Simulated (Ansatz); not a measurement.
**Piezoelectric tensor of AlP at 22 GPa (stress–strain coefficients)**

Computed with Ansatz, DFT PBEsol, scalar-relativistic, plane waves, PAW. Plane waves to 420 eV; Γ-centred k mesh 10×10×10; fixed occupations. No spin polarisation.

The cell, relaxed at 22 GPa:
```xyz
2
Lattice="0.0000 2.5785 2.5785 2.5785 0.0000 2.5785 2.5785 2.5785 0.0000" Properties=species:S:1:pos:R:3 pbc="T T T"
Al    0.0000    0.0000    0.0000
P     3.8677    3.8677    3.8677
```

Other phases may be more stable at this pressure.

Problem. Give the relaxed-ion proper piezoelectric stress tensor e_iJ (C/m², Voigt columns xx yy zz yz xz xy).

Solution.
```
x    0.000  0.000  0.000 -0.432  0.000  0.000
y    0.000  0.000  0.000  0.000 -0.432  0.000
z    0.000  0.000  0.000  0.000  0.000 -0.432
```
Signs follow the orientation of the cell as given.

Problem. With the elastic constants (GPa, Voigt order)
```
196.7 153.5 153.5   0.0   0.0   0.0
153.5 196.7 153.5   0.0   0.0   0.0
153.5 153.5 196.7   0.0   0.0   0.0
  0.0   0.0   0.0  52.8   0.0   0.0
  0.0   0.0   0.0   0.0  52.8   0.0
  0.0   0.0   0.0   0.0   0.0  52.8
```
find the strain coefficients d = e·C⁻¹ (pC/N).

Solution.
```
x    0.0  0.0  0.0 -8.2  0.0  0.0
y    0.0  0.0  0.0  0.0 -8.2  0.0
z    0.0  0.0  0.0  0.0  0.0 -8.2
```

Cost: 1 run of about 2 core-minutes, on AMD EPYC (Zen 3) (shared hosts).